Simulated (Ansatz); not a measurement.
Crystal: SnSe2.

```
CELL_PARAMETERS angstrom
3.81100 0.00000 0.00000
-1.90550 3.30042 0.00000
0.00000 0.00000 6.13600
ATOMIC_POSITIONS crystal
Sn 0.00000 0.00000 0.00000
Se 0.66667 0.33333 0.75100
Se 0.33333 0.66667 0.24900
```

Base run:

| Quantity | Value |
| --- | --- |
| Program | Ansatz 0.2.0 |
| Functional | BLYP |
| Potentials or basis | Ansatz PAW |
| Cutoff | 420 eV (not typed: the program's choice for these potentials) |
| k mesh | 8 × 8 × 5 |
| Occupations | fermi-dirac, width 0.05 eV |
| Spin | no spin polarisation |

Its results: band gap on the k mesh 0.80 eV, indirect (least direct gap 1.03 eV); pressure 9.6 GPa; largest force 1.055 eV/Å.

Question: After a change of settings the same cell gave: band gap on the k mesh 0.80 eV, indirect (least direct gap 1.07 eV); pressure 5.5 GPa; largest force 0.778 eV/Å. Which change was it?
A. functional from BLYP to PBE; cutoff from 420 eV (not typed: the program's choice for these potentials) to 250 eV
B. functional from BLYP to SVWN5
C. functional from BLYP to r2SCAN; cutoff from 420 eV (not typed: the program's choice for these potentials) to 500 eV (not typed: the program's choice for these potentials); spin from no spin polarisation to spin-orbit coupling, no magnetisation; potential files from those of the base run to others of the same set

Answer: A.

PBE binds more tightly than BLYP, so the same cell stands under less pressure.

Caveats: spin-orbit coupling is left out, which moves the levels of the heavy elements; this functional lacks dispersion, which binds the layers, so the pressure and a relaxed spacing across them are unreliable; the k mesh misses the band edges, so the gap on the mesh is wider than the one along the path (some runs); the PAW data sets come from PBE, with cores solved anew for the run's functional, which leaves a small shift of forces and pressure (some runs); forces of over 1 eV/Å show positions far from the minimum, so gaps and moduli don't describe the material at rest (some runs); odd divisions of the mesh miss points on the zone boundary, where band edges often lie, so the gap on the mesh can be too wide (some runs); the pressure holds a Pulay correction of +21.5 GPa for the finite cutoff (some runs).
